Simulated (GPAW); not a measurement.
Crystal: Ag.

```
CELL_PARAMETERS angstrom
-1.65565 1.65565 1.65565
1.65565 -1.65565 1.65565
1.65565 1.65565 -1.65565
ATOMIC_POSITIONS crystal
Ag 0.00000 0.00000 0.00000
```

This isn't the form of Ag at room conditions, which is fcc.

Base run:

- Program: GPAW 26.7.0
- Functional: BLYP
- Potentials or basis: PAW data sets generated in the run's folder for this functional
- Cutoff: 600 eV
- Basis: pw
- k mesh: 11 × 11 × 11
- Occupations: fermi-dirac, width 0.05 eV
- Spin: no spin polarisation

Its results: band gap on the k mesh none (metal or under the smearing width); pressure 5.6 GPa.

Problem. The run is repeated on the same cell with these changes: functional from BLYP to PBEsol. What comes out?

Solution. Band gap on the k mesh none (metal or under the smearing width); pressure -7.3 GPa.

PBEsol binds more tightly than BLYP, so the same cell stands under less pressure.
